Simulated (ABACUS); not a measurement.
## LiCl under changes of volume

One of the cells (16.871 Å³/atom); the others are scaled copies at fixed shape and fractional positions:

```
Cl Li
1.0
     0.00000    2.56477    2.56477
     2.56477    0.00000    2.56477
     2.56477    2.56477    0.00000
Cl Li
1 1
Direct
  0.50000 0.50000 0.50000
  0.00000 0.00000 0.00000
```

- Program: ABACUS 3.10.1
- Functional: PBE
- Potentials or basis: PseudoDojo NC SR 0.4.1 PBE standard
- Cutoff: 1007 eV
- Density cutoff: 4027 eV
- Basis: plane waves
- k mesh: 9 × 9 × 9
- Occupations: fermi-dirac, width 0.05 eV
- Spin: no spin polarisation

```tsv
volume (Å³/atom)	energy over the lowest point (meV/atom)	pressure (GPa)	gap on the mesh (eV)
15.859	?	?	?
16.196	4.83	1.9	6.57
16.534	1.71	1.1	6.45
16.871	0.15	0.4	6.33
17.209	0.00	-0.2	6.22
17.546	1.12	-0.8	6.11
17.883	3.38	-1.3	6.01
```

Problem. What does the run at 15.859 Å³/atom give?

Solution. Energy over the lowest point 9.70 meV/atom; pressure 2.8 GPa; gap on the mesh 6.70 eV.

Worked out: A Birch-Murnaghan fit of order 3 (a polynomial in V^(-2/3)) to the other rows has its minimum at 17.08 Å³/atom with B0 = V·E''(V) = 32 GPa and B' = 4.2. It gives 9.67 meV/atom at 15.859 Å³/atom, against the run's 9.70, and -dE/dV = 2.7 GPa, against 2.8. A straight line through the other rows of the gap, of slope -5.67 eV per unit of ln V (its deformation potential), extrapolates to 6.69 eV, against the run's 6.70.

Energies are extrapolated to zero smearing.

Caveats: an odd mesh through Γ misses points on the zone boundary, where band edges often lie.
